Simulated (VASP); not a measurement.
# OH2 in VASP: further runs, part 2 of 2

VASP 6.6.1.

### 6 Single point, optB86b-vdW

INCAR reads:

```
SYSTEM = H2O
  AGGAC = 0.0
  ALGO = Normal
  EDIFF = 1E-6
  ENCUT = 400
  GGA = MK
  ISIF = 2
  ISMEAR = 0
  ISYM = 0
  LASPH = .TRUE.
  LCHARG = .FALSE.
  LREAL = .FALSE.
  LUSE_VDW = .TRUE.
  LWAVE = .FALSE.
  NBANDS = 11
  NELM = 100
  PARAM1 = 0.1234
  PARAM2 = 1.0
  PREC = Accurate
  SIGMA = 0.01
```

KPOINTS reads:

```
k-points
0
G
  1 1 1
  0 0 0
```

POSCAR reads:

```
H2O                                     
1.0
   12.0145847441      0.0000000000      0.0000000000
    0.0000000000     12.5145847441      0.0000000000
    0.0000000000      0.0000000000     13.0145847441
  O               H             
     1     2
Selective dynamics
Direct
     0.5024678145000010    0.4982754151999984    0.5285342227999976   F   F   F
     0.4962411910111757    0.5675178108578427    0.4950717666896859   T   T   T
     0.5009411419750280    0.4469963100358348    0.4723833046154108   T   T   T
```

Potentials or basis: VASP PAW PBE potentials, release 64 (O, H).

On the command line:

```sh
$ cat potpaw_PBE.64/O/POTCAR potpaw_PBE.64/H/POTCAR > POTCAR
$ mpirun -np 4 vasp_gam > vasp.out
```

OUTCAR:

```text
SYSTEM = H2O
   EDIFF = 1E-6
   ENCUT = 400
   GGA = MK
   ISIF = 2
   ISMEAR = 0
   ISYM = 0
   LASPH = .TRUE.
   LREAL = .FALSE.
   NELM = 100
   PREC = Accurate

 ion  position               nearest neighbor table
   1  0.502  0.498  0.529-   2 0.97   3 0.97
   2  0.496  0.568  0.495-   1 0.97
   3  0.501  0.447  0.472-   1 0.97

IMPORTANT INFORMATION: All symmetrisations will be switched off!
NOSYMM: (Re-)initialisation of all symmetry stuff for point group C_1.

----------------------------------------------------------------------------------------

                                     Primitive cell

  volume of cell :    1956.8409

  direct lattice vectors                    reciprocal lattice vectors
    12.014584744  0.000000000  0.000000000     0.083232173  0.000000000  0.000000000
     0.000000000 12.514584744  0.000000000     0.000000000  0.079906766  0.000000000
     0.000000000  0.000000000 13.014584744     0.000000000  0.000000000  0.076836873

  length of vectors
    12.014584744 12.514584744 13.014584744     0.083232173  0.079906766  0.076836873

[... 113 lines left out ...]
 cond. band min:      -1.1935331729   @ k =   0.0000   0.0000   0.0000
 fundamental gap:      6.0300616385
 Fermi energy:        -7.1675327822

 k-point     1 :       0.0000    0.0000    0.0000
  band No.  band energies     occupation
      1     -25.2146      2.00000
      2     -13.0752      2.00000
      3      -9.2587      2.00000
      4      -7.2236      2.00000
      5      -1.1935      0.00000
      6       0.0428      0.00000
      7       0.1839      0.00000
      8       0.4312      0.00000
      9       0.5284      0.00000
     10       0.5873      0.00000
     11       0.6461      0.00000
     12       1.1604      0.00000

------------------------ aborting loop because EDIFF is reached ----------------------------------------

  FORCE on cell =-STRESS in cart. coord.  units (eV):
  Direction    XX          YY          ZZ          XY          YZ          ZX
  --------------------------------------------------------------------------------------
  -------------------------------------------------------------------------------------
  Total       -0.9313918     -0.6756350     -0.8205616     -0.0118199      0.0231532      0.0083357
  in kB       -0.7625836     -0.5531809     -0.6718406     -0.0096776      0.0189568      0.0068249
  external PRESSURE =      -0.6625351 kB  Pullay stress =       0.0000000 kB

 VOLUME and BASIS-vectors are now :
 -----------------------------------------------------------------------------
  energy-cutoff  :      400.00
  volume of cell :     1956.84
      direct lattice vectors                 reciprocal lattice vectors
    12.014584744  0.000000000  0.000000000     0.083232173  0.000000000  0.000000000
     0.000000000 12.514584744  0.000000000     0.000000000  0.079906766  0.000000000
     0.000000000  0.000000000 13.014584744     0.000000000  0.000000000  0.076836873

 POSITION                                       TOTAL-FORCE (eV/Angst)
 -----------------------------------------------------------------------------------
      6.03694      6.23571      6.87865         0.002487     -0.006645      0.032009
      5.96213      7.10225      6.44315        -0.003013      0.053527     -0.006665
      6.01860      5.59397      6.14787         0.000526     -0.046882     -0.025344
 -----------------------------------------------------------------------------------
    total drift:                                0.000113     -0.000301     -0.000212

  FREE ENERGIE OF THE ION-ELECTRON SYSTEM (eV)
  ---------------------------------------------------
  free  energy   TOTEN  =       -12.2151093222 eV

  energy  without entropy=      -12.2151093222  energy(sigma->0) =      -12.21510932

Total vdW correction in eV:      2.1512238
```

OSZICAR:

```text
N       E                     dE             d eps       ncg     rms          rms(c)
DAV:   1     0.808211374050E+02    0.80821E+02   -0.15520E+03    32   0.253E+02
DAV:   2     0.320182388184E+02   -0.48803E+02   -0.47075E+02    44   0.453E+01
DAV:   3    -0.861606964463E+01   -0.40634E+02   -0.40397E+02    32   0.630E+01
[... 14 lines left out ...]
DAV:  18    -0.122150723626E+02   -0.29594E-04   -0.19466E-06    28   0.961E-03    0.127E-03
DAV:  19    -0.122150996798E+02   -0.27317E-04   -0.18967E-06    24   0.848E-03    0.897E-04
DAV:  20    -0.122151061125E+02   -0.64327E-05   -0.41280E-07    24   0.356E-03    0.370E-04
DAV:  21    -0.122151085907E+02   -0.24783E-05   -0.14496E-07    28   0.229E-03    0.174E-04
DAV:  22    -0.122151093222E+02   -0.73142E-06   -0.26850E-08    24   0.104E-03
   1 F= -.12215109E+02 E0= -.12215109E+02  d E =-.126404E-15
```

stdout:

```text
POSCAR found type information on POSCAR O H
 POSCAR found :  2 types and       3 ions
 scaLAPACK will be used
 -----------------------------------------------------------------------------
|                                                                             |
|                                                                             |
[... 33 lines left out ...]
|     I found NBANDS = 11. Now, NBANDS = 12.                                  |
|                                                                             |
 -----------------------------------------------------------------------------

 POSCAR, INCAR and KPOINTS ok, starting setup
 FFT: planning ... GRIDC
 FFT: planning ... GRID_SOFT
 FFT: planning ... GRID
 WAVECAR not read
 entering main loop
```

Run time: 8.2 min. Hardware: 4 MPI ranks of Intel Xeon Platinum 8259CL at 2.50GHz (Skylake/Cascade Lake), shared host; peak memory 1.1 GiB.

What came out:

* Free energy: -12.2151 eV
* Largest force: 0.054 eV/Å
* Gap between the frontier levels: 6.03 eV

Forces on the atoms (eV/Å):
```
O    0.002 -0.007  0.032
H   -0.003  0.054 -0.007
H    0.001 -0.047 -0.025
```

Caveat: the cutoff is under 1.25 times the usual one of these potentials, so pressure, stress and relaxed cells hold a basis-set (Pulay) error; the PAW data sets were made with another functional, which shifts forces and pressure a little.

### 7 The runs side by side

| task | level | cell | atoms held fixed (from 0) | gap on the mesh (eV) | largest force (eV/Å) |
| --- | --- | --- | --- | --- | --- |
| relaxation of the atoms | PBE+D3(BJ) | atoms relaxed | [0] | 6.21 | - |
| single point | PBE | as given | - | 6.21 | 0.01 |
| single point | RPBE | as given | - | 6.08 | 0.04 |
| single point | RPBE+D3(BJ) | as given | - | 6.08 | 0.04 |
| single point | optB86b-vdW | as given | - | 6.03 | 0.05 |

Alike in all rows: potentials or basis VASP PAW PBE potentials, release 64 (O, H); no spin polarisation; k mesh 1 × 1 × 1; cutoff (eV) 400; smearing gaussian 0.01 eV.

On the cell as given the gap runs from 6.03 eV (optB86b-vdW) to 6.21 eV (PBE).

Caveats: the cutoff is under 1.25 times the usual one of these potentials, so pressure, stress and relaxed cells hold a basis-set (Pulay) error; the PAW data sets were made with another functional, which shifts forces and pressure a little (some runs).

Absolute energies hang on the potentials; compare differences alone.
